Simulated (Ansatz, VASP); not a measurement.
**LiCl: VASP beside Ansatz**

```
CELL_PARAMETERS angstrom
2.08207 1.20208 6.80000
-2.08207 1.20208 6.80000
0.00000 -2.40416 6.80000
ATOMIC_POSITIONS crystal
Li 0.87500 0.87500 0.87500
Li 0.12500 0.12500 0.12500
Cl 0.25000 0.25000 0.25000
Cl 0.75000 0.75000 0.75000
```

Change from the starting cell: ordered vacancies on the cation sites of antifluorite (R-3m, No. 166).

Alike in both runs: task single point; functional PBE; k mesh 6 × 6 × 6; occupations gaussian, width 0.1 eV; no spin polarisation.

|  | VASP | Ansatz |
| --- | --- | --- |
| version | VASP 6.6.1 | Ansatz 0.2.0 |
| potentials or method | VASP PAW PBE potentials, release 64 (Li_sv, Cl) | scalar-relativistic, plane waves, PAW |
| plane-wave cutoff (eV) | 520 | 420 |
| valence electrons in the cell | 20 | 20 |

```tsv
	VASP	Ansatz	Ansatz less VASP
gap on the k mesh at the Fermi level (eV)	5.28	5.27	-0.011
least direct gap on the mesh (eV)	5.28	5.27	-0.011
rms of the force components (eV/Å)	0.506	0.507	+0.0013
```

Atom by atom the forces differ by 0.001 eV/Å (rms over components). The functional is the same, so the differences come from potentials, cutoffs and numerics.

Caveats: forces of over 1 eV/Å show positions far from the minimum, so gaps and moduli don't describe the material at rest. A k mesh can miss the band edges.
